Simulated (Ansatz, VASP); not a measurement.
One calculation of InPd, two programs

```xyz
2
Lattice="3.3361 0.0000 0.0000 0.0000 3.3361 0.0000 0.0000 0.0000 3.3361" Properties=species:S:1:pos:R:3 pbc="T T T"
In    0.0000    0.0000    0.0000
Pd    1.6680    1.6680    1.6680
```

The cell comes from a database or a generator and needn't be the stable form of this composition.

Alike in both runs: task single point; functional PBE; k mesh 8 × 8 × 8; occupations fermi-dirac, width 0.05 eV; no spin polarisation.

```csv
,VASP,Ansatz
version,VASP 6.6.1,Ansatz 0.2.0
potentials or method,"VASP PAW PBE potentials, release 64 (In_d, Pd)",Ansatz PAW soft_1
plane-wave cutoff (eV),520,420
valence electrons in the cell,23,31
```

|  | VASP | Ansatz | Ansatz less VASP |
| --- | --- | --- | --- |
| gap on the k mesh at the Fermi level (eV) | none | none | - |
| pressure (GPa) | -3.1 | -3.1 | -0.02 |

A gap of «none» marks a metal or a gap that the smearing closes. The two sets of potentials don't hold the same shells in valence.
